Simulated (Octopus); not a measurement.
Set up this calculation in Octopus 16.4, as the native input.

```
Task                    : single point
Functional              : PBEsol
Potentials or basis     : pseudodojo_pbesol (PseudoDojo 0.4, PBEsol)
Grid spacing            : 0.131 Å
k mesh                  : 7 × 7 × 7
Occupations             : fermi-dirac, width 0.05 eV
Spin                    : no spin polarisation
Eigensolver             : chebyshev_filter
k-point symmetries used : yes
ConvRelDens             : 3e-07
ExtraStates             : 6
DerivativesOrder        : 8
```

The system is MgTe.

```
Te Mg
1.0
     0.00000    3.23200    3.23200
     3.23200    0.00000    3.23200
     3.23200    3.23200    0.00000
Te Mg
1 1
Direct
  0.25000 0.25000 0.25000
  0.00000 0.00000 0.00000
```

The cell comes from a database or a generator and needn't be the stable form of this composition.

One way to write it, as run:

inp

```
CalculationMode = gs
UnitsOutput = eV_Angstrom
PeriodicDimensions = 3
ExperimentalFeatures = yes
PseudopotentialSet = pseudodojo_pbesol
%LatticeParameters
 1*angstrom | 1*angstrom | 1*angstrom
%
%LatticeVectors
 0 | 3.2319988239 | 3.2319988239
 3.2319988239 | 0 | 3.2319988239
 3.2319988239 | 3.2319988239 | 0
%
%ReducedCoordinates
 "Te" | 0.25 | 0.25 | 0.25
 "Mg" | 0 | 0 | 0
%
%Spacing
 0.13059247*angstrom | 0.13059247*angstrom | 0.13059247*angstrom
%
DerivativesOrder = 8
%KPointsGrid
 7 | 7 | 7
%
KPointsUseSymmetries = yes
XCFunctional = gga_x_pbe_sol + gga_c_pbe_sol
SmearingFunction = fermi_dirac
Smearing = 0.05*eV
ExtraStates = 6
Eigensolver = chebyshev_filter
ConvRelDens = 3e-7
MaximumIter = 120
%Output
 density | cube
 elf | cube
 potential | cube
%
```

Potentials or basis: pseudodojo_pbesol (PseudoDojo 0.4, PBEsol).

The run is started by

```console
$ OMP_NUM_THREADS=1 octopus > out.log
```

Results of the run:

```
Band gap on the k mesh : 2.29 eV, direct
```

Caveat: spin-orbit coupling is left out, which moves the levels of the heavy elements.

Wall time 5.5 min on 1 thread of Arm Neoverse V1, with other jobs on the host, peak memory 0.86 GiB.
